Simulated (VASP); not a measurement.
# CaSe (Fm-3m) in VASP: notebook

CaSe is run at these levels: PBE; tasks: single point.

Everything below comes from runs of VASP 6.6.1. Logs are shortened: lines on timing, memory, paths and dates and some standing lists are left out, and cuts for length are marked.

**The experiment to reproduce.**

A printed reference work, monograph, original work of 1988 reports, for a bulk crystal of CaSe at 2 K: band gap 3.85 eV (indirect).

How close the calculation comes is told below.

## (1) The cell of the first run

It takes space group Fm-3m (No. 225, cubic). The conventional cell has a = 5.990 Å, b = 5.990 Å, c = 5.990 Å, α = 90.00°, β = 90.00°, γ = 90.00°. Within 3.9 Å of Ca (site symmetry m-3m) lie 6 Se at 2.99 Å. Se (site symmetry m-3m) has 6 Ca at 2.99 Å within 3.9 Å.

## (2) Single point, PBE

Contents of INCAR:

```
SYSTEM = CaSe
ALGO = Normal
EDIFF = 1E-6
ENCUT = 500
GGA = PE
GGA_COMPAT = .FALSE.
ISIF = 2
ISMEAR = -1
LASPH = .TRUE.
LCHARG = .FALSE.
LREAL = .FALSE.
LWAVE = .FALSE.
NBANDS = 15
NELM = 120
PREC = Accurate
SIGMA = 0.05
```

Contents of KPOINTS:

```
k-points
0
G
  6 6 6
  0 0 0
```

Contents of POSCAR:

```
CaSe
1.0
    0.0000000000      2.9948991977      2.9948991977
    2.9948991977      0.0000000000      2.9948991977
    2.9948991977      2.9948991977      0.0000000000
Ca Se
1 1
Direct
    0.0000000000      0.0000000000      0.0000000000
    0.5000000000      0.5000000000      0.5000000000
```

Potentials or basis: VASP PAW PBE potentials, release 64 (Ca_sv, Se).

Command:

```bash
cat potpaw_PBE.64/Ca_sv/POTCAR potpaw_PBE.64/Se/POTCAR > POTCAR
mpirun -np 1 vasp_std > vasp.out
```

OUTCAR:

```text
SYSTEM = CaSe
   EDIFF = 1E-6
   ENCUT = 500
   GGA = PE
   ISIF = 2
   ISMEAR = -1
   LASPH = .TRUE.
   LREAL = .FALSE.
   NELM = 120
   PREC = Accurate

 ion  position               nearest neighbor table
   1  0.000  0.000  0.000-
   2  0.500  0.500  0.500-

  LATTYP: Found a face centered cubic cell.
 ALAT       =     5.9897983954

  Lattice vectors:

 A1 = (   0.0000000000,   2.9948991977,   2.9948991977)
 A2 = (   2.9948991977,   0.0000000000,   2.9948991977)
 A3 = (   2.9948991977,   2.9948991977,   0.0000000000)

Analysis of symmetry for initial positions (statically):
=====================================================================
 Subroutine PRICEL returns:
 Original cell was already a primitive cell.

 Routine SETGRP: Setting up the symmetry group for a
 face centered cubic supercell.

 Subroutine GETGRP returns: Found 48 space group operations
 (whereof 48 operations were pure point group operations)
 out of a pool of 48 trial point group operations.

The static configuration has the point symmetry O_h .

Analysis of symmetry for dynamics (positions and initial velocities):
=====================================================================
 Subroutine PRICEL returns:
 Original cell was already a primitive cell.

 Routine SETGRP: Setting up the symmetry group for a
 face centered cubic supercell.

 Subroutine GETGRP returns: Found 48 space group operations
 (whereof 48 operations were pure point group operations)
 out of a pool of 48 trial point group operations.

The dynamic configuration has the point symmetry O_h .

 Subroutine INISYM returns: Found 48 space group operations
 (whereof 48 operations are pure point group operations),
 and found     1 'primitive' translations

----------------------------------------------------------------------------------------

                                     Primitive cell

  volume of cell :      53.7250

  direct lattice vectors                    reciprocal lattice vectors
     0.000000000  2.994899198  2.994899198    -0.166950527  0.166950527  0.166950527
     2.994899198  0.000000000  2.994899198     0.166950527 -0.166950527  0.166950527
     2.994899198  2.994899198  0.000000000     0.166950527  0.166950527 -0.166950527

  length of vectors
     4.235427063  4.235427063  4.235427063     0.289166795  0.289166795  0.289166795

  position of ions in fractional coordinates (direct lattice)
     0.000000000  0.000000000  0.000000000
     0.500000000  0.500000000  0.500000000

  ion indices of the primitive-cell ions
   primitive index   ion index
                 1           1
                 2           2

----------------------------------------------------------------------------------------

 KPOINTS: k-points

Automatic generation of k-mesh.
 Grid dimensions read from file:
 generate k-points for:    6    6    6

 Generating k-lattice:

  Cartesian coordinates                     Fractional coordinates (reciprocal lattice)
    -0.027825088  0.027825088  0.027825088     0.166666667  0.000000000  0.000000000
     0.027825088 -0.027825088  0.027825088     0.000000000  0.166666667  0.000000000
     0.027825088  0.027825088 -0.027825088     0.000000000  0.000000000  0.166666667

  Length of vectors
     0.048194466  0.048194466  0.048194466

  Shift w.r.t. Gamma in fractional coordinates (k-lattice)
     0.000000000  0.000000000  0.000000000

 Subroutine IBZKPT returns following result:
 ===========================================

 Found     16 irreducible k-points:

 Following reciprocal coordinates:
            Coordinates               Weight
  0.000000  0.000000  0.000000      1.000000
  0.166667  0.000000  0.000000      8.000000
  0.333333  0.000000  0.000000      8.000000
  0.500000  0.000000  0.000000      4.000000
  0.166667  0.166667  0.000000      6.000000
  0.333333  0.166667  0.000000     24.000000
[... 8 lines left out ...]
 -0.333333  0.333333  0.166667     24.000000
 -0.333333  0.500000  0.166667     12.000000
   k-points           NKPTS =     16   k-points in BZ     NKDIM =     16   number of bands    NBANDS=     15
   number of dos      NEDOS =    301   number of ions     NIONS =      2
   total plane-waves  NPLWV =  32768
   dimension x,y,z NGX =    32 NGY =   32 NGZ =   32
   dimension x,y,z NGXF=    64 NGYF=   64 NGZF=   64
   ions per type =               1   1
   NGX,Y,Z   is equivalent  to a cutoff of  12.56, 12.56, 12.56 a.u.
   NGXF,Y,Z  is equivalent  to a cutoff of  25.12, 25.12, 25.12 a.u.
 SYSTEM =  CaSe
   PREC   = accura    normal or accurate (medium, high low for compatibility)
   ISTART =      0    job   : 0-new  1-cont  2-samecut
   ICHARG =      2    charge: 1-file 2-atom 10-const
   ISPIN  =      1    spin polarized calculation?
   LNONCOLLINEAR =      F non collinear calculations
   LSORBIT =      F    spin-orbit coupling
   LASPH  =      T    aspherical Exc in radial PAW
   ENCUT  =  500.0 eV  36.75 Ry    6.06 a.u.   7.72  7.72  7.72*2*pi/ulx,y,z
   NELM   =    120;   NELMIN=  2; NELMDL= -5     # of ELM steps
   EDIFF  = 0.1E-05   stopping-criterion for ELM
   LREAL  =      F    real-space projection
   EDIFFG = 0.1E-04   stopping-criterion for IOM
   NSW    =      0    number of steps for IOM
   IBRION =     -1    ionic relax: 0-MD 1-quasi-New 2-CG
   NFREE  =      0    steps in history (QN), initial steepest desc. (CG)
   ISIF   =      2    stress and relaxation
   ISYM   =      2    0-nonsym 1-usesym 2-fastsym
   POTIM  = 0.5000    time-step for ionic-motion
   TEBEG  =    0.0;   TEEND  =   0.0 temperature during run
   PSTRESS=    0.0 pullay stress
   NELECT =      16.0000    total number of electrons
   NUPDOWN=      -1.0000    fix difference up-down
   EMIN   =  10.00;   EMAX   =-10.00  energy-range for DOS
   EFERMI =   0.00;   METHOD = LEGACY
   ISMEAR =    -1;   SIGMA  =   0.05  broadening in eV -4-tet -1-fermi 0-gaus
   EFERMI_NEDOS =   21; number of points for ismear=-14 and -15
   IALGO  =     38    algorithm
   IMIX   =      4    mixing-type and parameters
     AMIX     =   0.40;   BMIX     =  1.00
     AMIX_MAG =   1.60;   BMIX_MAG =  1.00
  volume/ion in A,a.u.               =      26.86       181.28
  Fermi-wavevector in a.u.,A,eV,Ry     =   1.093258  2.065958 16.261857  1.195213
  Thomas-Fermi vector in A             =   2.229540
   LORBIT       =      0    0 simple, 1 ext, 2 COOP (PROOUT), +10 PAW based schemes
   GGA     = PE    functional components
   LHFCALC =     F    Hartree Fock is set to
   AEXX    =    0.0000 exact exchange contribution
   IVDW    =     0    specifies the selected vdW correction
   LEPSILON=     F    determine dielectric tensor
   LRPA    =     F    only Hartree local field effects (RPA)
 non-spin polarized calculation
  energy-cutoff  :      500.00
  volume of cell :       53.73
 maximum number of plane-waves:      1380
   NGX = 15   NGY = 15   NGZ = 15

 number of electron      15.9999998 magnetization

 Free energy of the ion-electron system (eV)
  ---------------------------------------------------
  ext. energy  EPLUGINS =         0.00000000
  ---------------------------------------------------
  free energy    TOTEN  =        -9.48390792 eV

  energy without entropy =       -9.48390792  energy(sigma->0) =       -9.48390792

 E-fermi :   3.2352     XC(G=0):  -8.9975

 val. band max:        2.1930998681   @ k =   0.0000   0.0000   0.0000
 cond. band min:       4.3013124084   @ k =   0.5000   0.5000   0.0000
 fundamental gap:      2.1082125403
 Fermi energy:         3.2352433680

 k-point     1 :       0.0000    0.0000    0.0000
  band No.  band energies     occupation
      1     -37.6740      2.00000
      2     -18.6609      2.00000
      3     -18.6609      2.00000
      4     -18.6609      2.00000
      5      -9.4786      2.00000
      6       2.1931      2.00000
      7       2.1931      2.00000
      8       2.1931      2.00000
      9       5.3365      0.00000
     10       5.9072      0.00000
     11       5.9072      0.00000
     12       5.9072      0.00000
     13       6.4397      0.00000
     14       6.4397      0.00000
     15      11.8526      0.00000

 k-point     2 :       0.1667    0.0000    0.0000
  band No.  band energies     occupation
      1     -37.6726      2.00000
      2     -18.6852      2.00000
      3     -18.6627      2.00000
      4     -18.6627      2.00000
      5      -9.3335      2.00000
      6       1.0518      2.00000
      7       1.8328      2.00000
      8       1.8328      2.00000
      9       5.7789      0.00000
     10       6.2454      0.00000
     11       6.2454      0.00000
     12       6.8221      0.00000
     13       7.0910      0.00000
     14       7.0910      0.00000
     15      11.8499      0.00000

 k-point     3 :       0.3333    0.0000    0.0000
  band No.  band energies     occupation
      1     -37.6699      2.00000
      2     -18.7328      2.00000
      3     -18.6660      2.00000
      4     -18.6660      2.00000
      5      -9.0205      2.00000
      6      -0.3785      2.00000
      7       1.2915      2.00000
      8       1.2915      2.00000
      9       6.0964      0.00000
     10       7.0234      0.00000
     11       7.0234      0.00000
     12       8.1112      0.00000
     13       8.4618      0.00000
     14       8.4618      0.00000
     15      11.3896      0.00000
[... 199 lines left out ...]
 k-point    15 :      -0.3333    0.3333    0.1667
  band No.  band energies     occupation
      1     -37.6671      2.00000
      2     -18.7274      2.00000
      3     -18.6993      2.00000
      4     -18.6815      2.00000
      5      -8.8609      2.00000
      6      -0.2231      2.00000
      7       0.4640      2.00000
      8       0.9273      2.00000
      9       6.5890      0.00000
     10       6.6679      0.00000
     11       7.8079      0.00000
     12       7.9462      0.00000
     13       8.0418      0.00000
     14       9.8319      0.00000
     15      10.5385      0.00000

 k-point    16 :      -0.3333    0.5000    0.1667
  band No.  band energies     occupation
      1     -37.6667      2.00000
      2     -18.7201      2.00000
      3     -18.6994      2.00000
      4     -18.6929      2.00000
      5      -8.8843      2.00000
      6       0.0035      2.00000
      7       0.6863      2.00000
      8       0.7534      2.00000
      9       5.5269      0.00000
     10       7.2658      0.00000
     11       7.4569      0.00000
     12       7.8570      0.00000
     13       8.1121      0.00000
     14       8.9909      0.00000
     15      11.4840      0.00000

------------------------ aborting loop because EDIFF is reached ----------------------------------------

  FORCE on cell =-STRESS in cart. coord.  units (eV):
  Direction    XX          YY          ZZ          XY          YZ          ZX
  --------------------------------------------------------------------------------------
  -------------------------------------------------------------------------------------
  Total       -0.1950604     -0.1950604     -0.1950604      0.0000000     -0.0000000      0.0000000
  in kB       -5.8170538     -5.8170538     -5.8170538      0.0000000     -0.0000000      0.0000000
  external PRESSURE =      -5.8170538 kB  Pullay stress =       0.0000000 kB

 VOLUME and BASIS-vectors are now :
 -----------------------------------------------------------------------------
  energy-cutoff  :      500.00
  volume of cell :       53.73
      direct lattice vectors                 reciprocal lattice vectors
     0.000000000  2.994899198  2.994899198    -0.166950527  0.166950527  0.166950527
     2.994899198  0.000000000  2.994899198     0.166950527 -0.166950527  0.166950527
     2.994899198  2.994899198  0.000000000     0.166950527  0.166950527 -0.166950527

 POSITION                                       TOTAL-FORCE (eV/Angst)
 -----------------------------------------------------------------------------------
      0.00000      0.00000      0.00000        -0.000000      0.000000      0.000000
      2.99490      2.99490      2.99490         0.000000     -0.000000     -0.000000
 -----------------------------------------------------------------------------------
    total drift:                                0.000000     -0.000000     -0.000000

  FREE ENERGIE OF THE ION-ELECTRON SYSTEM (eV)
  ---------------------------------------------------
  free  energy   TOTEN  =        -9.4839079220 eV

  energy  without entropy=       -9.4839079219  energy(sigma->0) =       -9.48390792
```

Wall time 18 s (1 thread of Intel Xeon 8259CL, shared host); peak memory 0.17 GiB.

Results:

```yaml
Free_energy: -9.4839 eV
Pressure: -0.6 GPa
Band_gap_on_the_k_mesh: 2.11 eV, indirect (least direct gap 3.01 eV)
```

Levels at points of the mesh, in eV from the valence-band top:
```tsv
k point	band 4	band 5	band 6	band 7	band 8	band 9	band 10	band 11	band 12	band 13
(0.00, 0.00, 0.00)	-20.85	-11.67	0.00	0.00	0.00	3.14	3.71	3.71	3.71	4.25
(0.50, 0.00, 0.00)	-20.86	-11.04	-3.14	-1.12	-1.12	4.45	5.37	5.41	5.41	7.29
(0.50, 0.50, 0.00)	-20.88	-11.14	-2.42	-0.90	-0.90	2.11	4.88	4.97	5.86	5.92
```

## (3) Single point, PBE

This run uses another cell than the first one, of 27.38 Å³/atom, 1.019 times its volume.

Contents of INCAR:

```
PREC = Accurate ; ENCUT = 500
EDIFF = 1E-6 ; ISMEAR = -1
SIGMA = 0.05 ; LREAL = False
LASPH = True ; NELM = 120
ALGO = Normal ; ISIF = 2
LWAVE = False ; LCHARG = False
GGA = PE ; NBANDS = 15
GGA_COMPAT = False
```

Contents of KPOINTS:

```
regular mesh
0
Gamma
  6 6 6
```

Contents of POSCAR:

```
CaSe
1.0
    0.0000000000      3.0139755031      3.0139755031
    3.0139755031      0.0000000000      3.0139755031
    3.0139755031      3.0139755031      0.0000000000
Ca Se
1 1
Direct
    0.0000000000      0.0000000000      0.0000000000
    0.5000000000      0.5000000000      0.5000000000
```

Potentials or basis: VASP PAW PBE potentials, release 64 (Ca_sv, Se).

Command:

```bash
cat potpaw_PBE.64/Ca_sv/POTCAR potpaw_PBE.64/Se/POTCAR > POTCAR
mpirun -np 1 vasp_std > vasp.out
```

It took 18 s on 1 thread of Intel Xeon 8259CL, shared host; peak memory 0.17 GiB.

The run converged. Its results:

* Free energy: -9.4776 eV
* Pressure: -1.4 GPa
* Band gap on the k mesh: 2.15 eV, indirect (least direct gap 3.03 eV)

Levels at points of the mesh, in eV from the valence-band top:
| k point | band 5 | band 6 | band 7 | band 8 | band 9 | band 10 | band 11 | band 12 |
| --- | --- | --- | --- | --- | --- | --- | --- | --- |
| (0.00, 0.00, 0.00) | -11.61 | 0.00 | 0.00 | 0.00 | 3.05 | 3.72 | 3.72 | 3.72 |
| (0.50, 0.00, 0.00) | -11.01 | -3.07 | -1.08 | -1.08 | 4.42 | 5.32 | 5.36 | 5.36 |
| (0.50, 0.50, 0.00) | -11.09 | -2.38 | -0.88 | -0.88 | 2.15 | 4.80 | 4.93 | 5.78 |

## (4) How close it comes

Step 2. A measured gap of CaSe is 3.85 eV (indirect; 2 K; a printed reference work, monograph, original work of 1988); the calculated 2.11 eV misses it by -1.74 eV. Spin-orbit coupling on Se is left out. The value is that of PBE on a finite k mesh, which can miss the band edges, without temperature or zero-point motion. Semilocal functionals fall short of measured gaps as a rule.

Step 3. Against the measured gap of CaSe, 3.85 eV (indirect; 2 K; a printed reference work, monograph, original work of 1988), the calculated 2.15 eV is off by -1.70 eV. Spin-orbit coupling on Se is left out. The value is that of PBE on a finite k mesh, which can miss the band edges, without temperature or zero-point motion. Semilocal functionals fall short of measured gaps as a rule.
